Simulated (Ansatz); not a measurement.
Take a 12-atom supercell of RuO$_{2}$ in the rutile structure (space group P4_2/mnm, No. 136; a = 4.4799 Å, c = 3.1069 Å) at its relaxed geometry as the base.

Calculations: r2SCAN (Ansatz, a quantum-chemistry and plane-wave program, PAW, without spin-orbit coupling).

Base values:

| Item | Value |
|---|---|
| Pressure | 0.0 GPa |

Now apply this change: one O atom is replaced by Ru, atoms relaxed at fixed cell, starting from a slightly rattled geometry.

### Question
Estimate the effect on the pressure and largest displacement of a host atom from its site in the perfect cell.

### Answer
The pressure goes from zero to 22.8 GPa; the largest displacement of a host atom from its site in the perfect cell amounts to 0.40 Å.

The cell is small, so the values are those of an ordered compound at a high defect concentration; dilute-limit values will differ. Starting moments died away, wholly or in part, for the base; another magnetic solution may exist. No Hubbard U is applied, and correlation can decide whether such a compound is a metal. The final runs are not spin-polarised. The defect cell is not spin-polarised.
